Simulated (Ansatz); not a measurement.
## Relaxing W

These are results of DFT PBE, scalar-relativistic, plane waves, PAW (Ansatz), not measurements. Run with 420 eV cutoff, 16×16×16 k-mesh, Gaussian smearing of 0.10 eV, no spin polarisation.

What was changed: biaxial strain in the a-b plane, c and atoms relaxed: -1.0 %.

Spin–orbit coupling is left out, which can shift energies with elements as heavy as these.

Command:

```bash
ansatz run input.yaml --threads 1 --pin off --max-ram 2560MiB --backend cpu --events-out ev --progress --plain --runs-dir out
```

Input:

```yaml
crystal:
  lattice:
    - [3.1517275226, 0.0, 0.0]
    - [0.0, 3.1517275226, 0.0]
    - [0.0, 0.0, 3.202664533]
  atoms:
    - { symbol: W, position: [0.0, 0.0, 0.0] }
    - { symbol: W, position: [0.5, 0.5, 0.5] }
basis:
  ecutwfc: 420
kpoints:
  mp_grid: { grid: [16, 16, 16] }
hamiltonian:
  xc: pbe
scf:
  occupations: { method: gaussian, width: 0.1 }
output:
  forces: true
  stress: true
  eigenvalues: true
relax:
  adjacent_minimum: "off"
  f_tol: 0.008
  max_steps: 40
  cell: { stress_tol: 0.015, fix: [a, b, gamma] }
```

F is the free energy. Steps run on the plane waves of an earlier cell, but the last one, and at times one on the way, on a freshly chosen basis, so a repeated geometry can differ a little in energy. The held parts of the cell keep their stress, so P needn't end at zero.

Steps:

```
step F − F(1) (eV) largest force component (eV/Å) V (Å³/atom) P (GPa)
   1         0.0000                           0.000       15.907     4.48
   2         0.0029                           0.000       16.078     1.18
   3        -0.0004                           0.000       15.953     3.57
   4        -0.0004                           0.000       15.952     3.59
   5        -0.0004                           0.000       15.952     3.59
```

Relaxed structure:

```
CELL_PARAMETERS angstrom
3.15173 0.00000 0.00000
0.00000 3.15173 0.00000
0.00000 0.00000 3.21174
ATOMIC_POSITIONS crystal
W 0.00000 0.00000 0.00000
W 0.50000 0.50000 0.50000
```

The structure is tetragonal, space group I4/mmm (No. 139). Conventional cell: a = 3.152 Å, b = 3.152 Å, c = 3.212 Å, α = 90.00°, β = 90.00°, γ = 90.00°. W (site symmetry 4/mmm) has 14 W at 2.75 to 3.21 Å as nearest neighbours.

The run converged. The run took 32 s on 1 thread of Intel(R) Xeon(R) 6975P-C (Granite Rapids), with other jobs on the host, peak memory 0.55 GiB.